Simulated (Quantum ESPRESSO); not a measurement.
# V (Im-3m) in Quantum ESPRESSO: further runs

The runs below take V through single point, equation of state, with r2SCAN.

Everything below comes from runs of Quantum ESPRESSO 7.5. Logs are shortened: lines on timing, memory, paths and dates and some standing lists are left out, and cuts for length are marked.

### 1 The crystal as given

The structure is cubic, space group Im-3m (No. 229). Conventional cell: a = 3.029 Å, b = 3.029 Å, c = 3.029 Å, α = 90.00°, β = 90.00°, γ = 90.00°. Around V (site symmetry m-3m) lie 8 V at 2.62 Å.

### 2 Single point, r2SCAN, collinear spin, ferromagnetic start, 13.06 Å³/atom

File pw.in:

```
&CONTROL
  calculation = 'scf'
  prefix = 'pwscf'
  outdir = './tmp'
  pseudo_dir = './pseudo'
  tprnfor = .true.
  disk_io = 'nowf'
/
&SYSTEM
  ibrav = 0
  nat = 1
  ntyp = 1
  ecutwfc = 70
  nbnd = 15
  input_dft = 'r2scan'
  occupations = 'smearing'
  smearing = 'fd'
  degauss = 0.00367493
  nspin = 2
  starting_magnetization(1) = 0.1538
  nosym = .true.
  nr1 = 32
  nr2 = 32
  nr3 = 32
/
&ELECTRONS
  conv_thr = 1d-08
  electron_maxstep = 120
  mixing_beta = 0.3
/
ATOMIC_SPECIES
V     50.9415 V_ONCV_PBE-1.2.upf
CELL_PARAMETERS angstrom
  -1.4834362237    1.4834362237    1.4834362237
   1.4834362237   -1.4834362237    1.4834362237
   1.4834362237    1.4834362237   -1.4834362237
ATOMIC_POSITIONS crystal
V      0.0000000000    0.0000000000    0.0000000000
K_POINTS automatic
9 9 9 0 0 0
```

Potentials or basis: SG15 PBE 1.2.

The run is started by

```
$ OMP_NUM_THREADS=1 mpirun -n 2 pw.x -nk 2 -in pw.in > pw.out
```

pw.out:

```text
This program is part of the open-source Quantum ESPRESSO suite
     for quantum simulation of materials; please cite
         "P. Giannozzi et al., J. Phys.:Condens. Matter 21 395502 (2009);
         "P. Giannozzi et al., J. Phys.:Condens. Matter 29 465901 (2017);
         "P. Giannozzi et al., J. Chem. Phys. 152 154105 (2020);
     in publications or presentations arising from this work. More details at

     IMPORTANT: XC functional enforced from input :
     Exchange-correlation= R2SCAN
                           (   0   0   0   0   0 497 498)
     Any further DFT definition will be discarded
     Please, verify this is what you really want

     K-points division:     npool     =       2
     Subspace diagonalization in iterative solution of the eigenvalue problem:
     a serial algorithm will be used

     G-vector sticks info
     --------------------
     sticks:   dense  smooth     PW     G-vecs:    dense   smooth      PW
     Sum         487     487    173                 6963     6963    1505

     Using Slab Decomposition

     bravais-lattice index     =            0
     lattice parameter (alat)  =       4.8554  a.u.
     unit-cell volume          =      88.1177 (a.u.)^3
     number of atoms/cell      =            1
     number of atomic types    =            1
     number of electrons       =        13.00
     number of Kohn-Sham states=           15
     kinetic-energy cutoff     =      70.0000  Ry
     charge density cutoff     =     280.0000  Ry
     scf convergence threshold =      1.0E-08
     mixing beta               =       0.3000
     number of iterations used =            8  plain     mixing
     Exchange-correlation= R2SCAN
                           (   0   0   0   0   0 497 498)

     celldm(1)=   4.855438  celldm(2)=   0.000000  celldm(3)=   0.000000
     celldm(4)=   0.000000  celldm(5)=   0.000000  celldm(6)=   0.000000

     crystal axes: (cart. coord. in units of alat)
               a(1) = (  -0.577350   0.577350   0.577350 )
               a(2) = (   0.577350  -0.577350   0.577350 )
               a(3) = (   0.577350   0.577350  -0.577350 )

     reciprocal axes: (cart. coord. in units 2 pi/alat)
               b(1) = ( -0.000000  0.866025  0.866025 )
               b(2) = (  0.866025 -0.000000  0.866025 )
               b(3) = (  0.866025  0.866025  0.000000 )

     PseudoPot. # 1 for V  read from file:
     V_ONCV_PBE-1.2.upf
     Pseudo is Norm-conserving, Zval = 13.0
     Generated using ONCVPSP code by D. R. Hamann
     Using radial grid of  602 points,  6 beta functions with:
                l(1) =   0
                l(2) =   0
                l(3) =   1
                l(4) =   1
                l(5) =   2
                l(6) =   2

     atomic species   valence    mass     pseudopotential
     V                13.00    50.94150     V ( 1.00)

     Starting magnetic structure
     atomic species   magnetization
     V               0.154

     No symmetry found

   Cartesian axes

     site n.     atom                  positions (alat units)
         1        V      tau(   1) = (   0.0000000   0.0000000   0.0000000  )

     number of k points=   365  Fermi-Dirac smearing, width (Ry)=  0.0037

     Number of k-points >= 100: set verbosity='high' to print them.

     Dense  grid:     6963 G-vectors     FFT dimensions: (  32,  32,  32)

     WARNING: libxc functional with ID  497 depends
      on external parameters: check the user_guide of
      QE if you need to modify them or to check their
      default values.

     WARNING: libxc functional with ID  498 depends
      on external parameters: check the user_guide of
      QE if you need to modify them or to check their
      default values.
     Generating pointlists ...
     new r_m :   0.4125 (alat units)  2.0029 (a.u.) for type    1

     Initial potential from superposition of free atoms

     starting charge      12.9150, renormalised to      13.0000
     Starting wfcs are random

     Self-consistent Calculation

     iteration #  1     ecut=    70.00 Ry     beta= 0.30
     Davidson diagonalization with overlap
     ethr =  1.00E-02,  avg # of iterations =  8.2

     total energy              =    -142.19042667 Ry
     estimated scf accuracy    <       7.85701390 Ry

     total magnetization       =     0.95 Bohr mag/cell
     absolute magnetization    =     0.95 Bohr mag/cell

     iteration #  2     ecut=    70.00 Ry     beta= 0.30
     Davidson diagonalization with overlap
     ethr =  1.00E-02,  avg # of iterations =  1.0

     total energy              =    -142.21514292 Ry
     estimated scf accuracy    <       3.64573893 Ry

     total magnetization       =     0.92 Bohr mag/cell
     absolute magnetization    =     0.92 Bohr mag/cell

     iteration #  3     ecut=    70.00 Ry     beta= 0.30
     Davidson diagonalization with overlap
     ethr =  1.00E-02,  avg # of iterations =  1.0

     total energy              =    -142.22637177 Ry
     estimated scf accuracy    <       0.10682301 Ry

     total magnetization       =     0.82 Bohr mag/cell
     absolute magnetization    =     0.82 Bohr mag/cell

     iteration #  4     ecut=    70.00 Ry     beta= 0.30
     Davidson diagonalization with overlap
     ethr =  8.22E-04,  avg # of iterations =  1.0

     total energy              =    -142.22889854 Ry
     estimated scf accuracy    <       0.01272381 Ry

     total magnetization       =     0.70 Bohr mag/cell
     absolute magnetization    =     0.70 Bohr mag/cell

     iteration #  5     ecut=    70.00 Ry     beta= 0.30
     Davidson diagonalization with overlap
     ethr =  9.79E-05,  avg # of iterations =  1.5

     total energy              =    -142.22914274 Ry
     estimated scf accuracy    <       0.00725821 Ry

     total magnetization       =     0.65 Bohr mag/cell
     absolute magnetization    =     0.65 Bohr mag/cell

     iteration #  6     ecut=    70.00 Ry     beta= 0.30
     Davidson diagonalization with overlap
     ethr =  5.58E-05,  avg # of iterations =  1.1

     total energy              =    -142.23004185 Ry
     estimated scf accuracy    <       0.00035910 Ry

     total magnetization       =     0.52 Bohr mag/cell
     absolute magnetization    =     0.52 Bohr mag/cell

     iteration #  7     ecut=    70.00 Ry     beta= 0.30
     Davidson diagonalization with overlap
     ethr =  2.76E-06,  avg # of iterations =  2.3

     total energy              =    -142.22983225 Ry
     estimated scf accuracy    <       0.00027279 Ry

     total magnetization       =     0.48 Bohr mag/cell
     absolute magnetization    =     0.48 Bohr mag/cell

     iteration #  8     ecut=    70.00 Ry     beta= 0.30
     Davidson diagonalization with overlap
     ethr =  2.10E-06,  avg # of iterations =  2.1

     total energy              =    -142.22993244 Ry
     estimated scf accuracy    <       0.00021136 Ry

     total magnetization       =     0.38 Bohr mag/cell
     absolute magnetization    =     0.38 Bohr mag/cell

     iteration #  9     ecut=    70.00 Ry     beta= 0.30
     Davidson diagonalization with overlap
     ethr =  1.63E-06,  avg # of iterations =  2.0

     total energy              =    -142.23010442 Ry
     estimated scf accuracy    <       0.00071421 Ry

     total magnetization       =     0.46 Bohr mag/cell
     absolute magnetization    =     0.46 Bohr mag/cell

     iteration # 10     ecut=    70.00 Ry     beta= 0.30
     Davidson diagonalization with overlap
     ethr =  1.63E-06,  avg # of iterations =  2.0

     total energy              =    -142.23051451 Ry
     estimated scf accuracy    <       0.00000584 Ry

     total magnetization       =     0.39 Bohr mag/cell
     absolute magnetization    =     0.39 Bohr mag/cell

     iteration # 11     ecut=    70.00 Ry     beta= 0.30
     Davidson diagonalization with overlap
     ethr =  4.49E-08,  avg # of iterations =  1.2

     total energy              =    -142.23051514 Ry
     estimated scf accuracy    <       0.00000813 Ry

     total magnetization       =     0.40 Bohr mag/cell
     absolute magnetization    =     0.40 Bohr mag/cell

     iteration # 12     ecut=    70.00 Ry     beta= 0.30
     Davidson diagonalization with overlap
     ethr =  4.49E-08,  avg # of iterations =  1.5

     total energy              =    -142.23051878 Ry
     estimated scf accuracy    <       0.00000041 Ry

     total magnetization       =     0.39 Bohr mag/cell
     absolute magnetization    =     0.39 Bohr mag/cell

     iteration # 13     ecut=    70.00 Ry     beta= 0.30
     Davidson diagonalization with overlap
     ethr =  3.14E-09,  avg # of iterations =  1.0

     Magnetic moment per site  (integrated on atomic sphere of radius R)
     atom   1 (R=0.413)  charge= 11.2267  magn=  0.2934

     End of self-consistent calculation

     Number of k-points >= 100: set verbosity='high' to print the bands.

     the Fermi energy is    17.3609 ev

!    total energy              =    -142.23051882 Ry
     estimated scf accuracy    <          8.5E-09 Ry
     smearing contrib. (-TS)   =      -0.00064768 Ry
     internal energy E=F+TS    =    -142.22987114 Ry

     The total energy is F=E-TS. E is the sum of the following terms:
     one-electron contribution =     -43.16729735 Ry
     hartree contribution      =      27.60728604 Ry
     xc contribution           =     -16.97181737 Ry
     ewald contribution        =    -109.69804246 Ry

     total magnetization       =     0.39 Bohr mag/cell
     absolute magnetization    =     0.39 Bohr mag/cell

     convergence has been achieved in  13 iterations

     Forces acting on atoms (cartesian axes, Ry/au):

     atom    1 type  1   force =     0.00000000    0.00000000    0.00000000

     Total force =     0.000000     Total SCF correction =     0.000008

=------------------------------------------------------------------------------=
   JOB DONE.
=------------------------------------------------------------------------------=
```

Wall time 3.7 min (2 MPI ranks of Arm Neoverse V2, shared host); peak memory 0.28 GiB.

What came out:

* Free energy: -1935.1448 eV
* Band gap on the k mesh: none (metal or under the smearing width)
* Net moment: 0.39 μB per cell
* Absolute moment: 0.39 μB per cell
* Site moments: V +0.29 μB
* Valence electrons inside the program's atomic spheres: V 11.23

Caveat: the k mesh is coarse; the potentials were made for another functional, which shifts forces and pressure.

### 3 Single point, r2SCAN, collinear spin, ferromagnetic start, 13.34 Å³/atom

Changes to pw.in since step 2:

```diff
@@ -33,5 +33,5 @@
 CELL_PARAMETERS angstrom
-  -1.4834362237    1.4834362237    1.4834362237
-   1.4834362237   -1.4834362237    1.4834362237
-   1.4834362237    1.4834362237   -1.4834362237
+  -1.4938833019    1.4938833019    1.4938833019
+   1.4938833019   -1.4938833019    1.4938833019
+   1.4938833019    1.4938833019   -1.4938833019
 ATOMIC_POSITIONS crystal
```

Potentials or basis: SG15 PBE 1.2.

The run is started by

```
$ OMP_NUM_THREADS=1 mpirun -n 2 pw.x -nk 2 -in pw.in > pw.out
```

It took 5 min on 2 MPI ranks of Arm Neoverse V2, shared host; peak memory 0.28 GiB.

It converged, with:

* Free energy: -1935.1476 eV
* Band gap on the k mesh: none (metal or under the smearing width)
* Net moment: 0.40 μB per cell
* Absolute moment: 0.40 μB per cell
* Site moments: V +0.30 μB
* Valence electrons inside the program's atomic spheres: V 11.24

Caveat: the k mesh is coarse; the potentials were made for another functional, which shifts forces and pressure.

### 4 Single point, r2SCAN, collinear spin, ferromagnetic start, 13.61 Å³/atom

Changes to pw.in since step 3:

```diff
@@ -33,5 +33,5 @@
 CELL_PARAMETERS angstrom
-  -1.4938833019    1.4938833019    1.4938833019
-   1.4938833019   -1.4938833019    1.4938833019
-   1.4938833019    1.4938833019   -1.4938833019
+  -1.5041862709    1.5041862709    1.5041862709
+   1.5041862709   -1.5041862709    1.5041862709
+   1.5041862709    1.5041862709   -1.5041862709
 ATOMIC_POSITIONS crystal
```

The run is started by

```
$ OMP_NUM_THREADS=1 mpirun -n 2 pw.x -nk 2 -in pw.in > pw.out
```

Run time: 5.3 min. Hardware: 2 MPI ranks of Arm Neoverse V2, shared host; peak memory 0.28 GiB.

Results (log left out):

* Free energy: -1935.1434 eV
* Band gap on the k mesh: none (metal or under the smearing width)
* Net moment: 0.40 μB per cell
* Absolute moment: 0.40 μB per cell
* Site moments: V +0.31 μB
* Valence electrons inside the program's atomic spheres: V 11.25

Caveat: the k mesh is coarse; the potentials were made for another functional, which shifts forces and pressure.

### 5 Single point, r2SCAN, collinear spin, ferromagnetic start, 13.89 Å³/atom

Changes to pw.in since step 4:

```diff
@@ -33,5 +33,5 @@
 CELL_PARAMETERS angstrom
-  -1.5041862709    1.5041862709    1.5041862709
-   1.5041862709   -1.5041862709    1.5041862709
-   1.5041862709    1.5041862709   -1.5041862709
+  -1.5143500000    1.5143500000    1.5143500000
+   1.5143500000   -1.5143500000    1.5143500000
+   1.5143500000    1.5143500000   -1.5143500000
 ATOMIC_POSITIONS crystal
```

The run is started by

```
$ OMP_NUM_THREADS=1 mpirun -n 2 pw.x -nk 2 -in pw.in > pw.out
```

Wall time 5.2 min (2 MPI ranks of Arm Neoverse V2, shared host); peak memory 0.28 GiB.

Results (log left out):

```
Free energy                                           : -1935.1330 eV
Band gap on the k mesh                                : none (metal or under the smearing width)
Net moment                                            : 0.41 μB per cell
Absolute moment                                       : 0.41 μB per cell
Site moments                                          : V +0.32 μB
Valence electrons inside the program's atomic spheres : V 11.26
```

Caveat: the k mesh is coarse; the potentials were made for another functional, which shifts forces and pressure.

### 6 Single point, r2SCAN, collinear spin, ferromagnetic start, 14.17 Å³/atom

Changes to pw.in since step 5:

```diff
@@ -33,5 +33,5 @@
 CELL_PARAMETERS angstrom
-  -1.5143500000    1.5143500000    1.5143500000
-   1.5143500000   -1.5143500000    1.5143500000
-   1.5143500000    1.5143500000   -1.5143500000
+  -1.5243791002    1.5243791002    1.5243791002
+   1.5243791002   -1.5243791002    1.5243791002
+   1.5243791002    1.5243791002   -1.5243791002
 ATOMIC_POSITIONS crystal
```

Potentials or basis: SG15 PBE 1.2.

The run is started by

```
$ OMP_NUM_THREADS=1 mpirun -n 2 pw.x -nk 2 -in pw.in > pw.out
```

Wall time 5.9 min (2 MPI ranks of Arm Neoverse V2, shared host); peak memory 0.3 GiB.

It converged, with:

| Property | Result |
| --- | --- |
| Free energy | -1935.1168 eV |
| Band gap on the k mesh | none (metal or under the smearing width) |
| Net moment | 0.42 μB per cell |
| Absolute moment | 0.42 μB per cell |
| Site moments | V +0.33 μB |
| Valence electrons inside the program's atomic spheres | V 11.27 |

Caveat: the k mesh is coarse; the potentials were made for another functional, which shifts forces and pressure.

### 7 Single point, r2SCAN, collinear spin, ferromagnetic start, 14.72 Å³/atom

Changes to pw.in since step 6:

```diff
@@ -33,5 +33,5 @@
 CELL_PARAMETERS angstrom
-  -1.5243791002    1.5243791002    1.5243791002
-   1.5243791002   -1.5243791002    1.5243791002
-   1.5243791002    1.5243791002   -1.5243791002
+  -1.5440506776    1.5440506776    1.5440506776
+   1.5440506776   -1.5440506776    1.5440506776
+   1.5440506776    1.5440506776   -1.5440506776
 ATOMIC_POSITIONS crystal
```

The run is started by

```
$ OMP_NUM_THREADS=1 mpirun -n 2 pw.x -nk 2 -in pw.in > pw.out
```

Run time: 3.9 min. Hardware: 2 MPI ranks of Arm Neoverse V2, shared host; peak memory 0.3 GiB.

Results (log left out):

| Quantity | Value |
| --- | --- |
| Free energy | -1935.0737 eV |
| Band gap on the k mesh | none (metal or under the smearing width) |
| Net moment | 0.86 μB per cell |
| Absolute moment | 0.87 μB per cell |
| Site moments | V +0.74 μB |
| Valence electrons inside the program's atomic spheres | V 11.30 |

Caveat: the k mesh is coarse; the potentials were made for another functional, which shifts forces and pressure.

### 8 Equation of state, r2SCAN, collinear spin, ferromagnetic start

Potentials or basis: SG15 PBE 1.2.

No new run: the results of the series are fitted here.

What came out:

```
Equilibrium volume : 13.30 Å³/atom (rough: see the caveat)
Bulk modulus       : 210 GPa (rough)
```

Energy against volume, from the lowest point:
```
volume (Å³/atom)  energy (meV/atom)
          13.058               2.85
          13.336               0.00
          13.613               4.20
          13.891              14.68
          14.169              30.80
          14.725              73.96
```

Caveat: the k mesh is coarse; the potentials were made for another functional, which shifts forces and pressure; the fit is doubtful: noisy points or a state that changes with volume.
